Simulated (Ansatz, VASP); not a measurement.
**One calculation of BaTe, two programs**

```
Ba Te
1.0
     0.00000    3.41000    3.41000
     3.41000    0.00000    3.41000
     3.41000    3.41000    0.00000
Ba Te
1 1
Direct
  0.00000 0.00000 0.00000
  0.47434 0.47434 0.52566
```

Change from the starting cell: all Te atoms moved +0.175 Å, as atom 2 towards its neighbour atom 1 (Ba) at 3.410 Å.

Alike in both runs: task single point; functional PBE; k mesh 8 × 8 × 8; occupations gaussian, width 0.05 eV; no spin polarisation.

|  | VASP | Ansatz |
| --- | --- | --- |
| version | VASP 6.6.1 | Ansatz 0.2.0 |
| potentials or method | VASP PAW PBE potentials, release 64 (Ba_sv, Te) | scalar-relativistic, plane waves, PAW |
| plane-wave cutoff (eV) | 520 | 420 |
| valence electrons in the cell | 16 | 26 |

```tsv
	VASP	Ansatz	Ansatz less VASP
gap on the k mesh at the Fermi level (eV)	1.38	1.48	+0.095
least direct gap on the mesh (eV)	1.71	1.77	+0.061
pressure (GPa)	4.5	4.1	-0.45
largest component of the traceless stress (GPa)	0.95	0.90	-0.047
rms of the force components (eV/Å)	0.338	0.322	-0.0156
```

Atom by atom the forces differ by 0.016 eV/Å (rms over components). The two sets of potentials don't hold the same shells in valence.

Caveats: spin-orbit coupling is left out, which moves the levels of the heavy elements. A k mesh can miss the band edges.
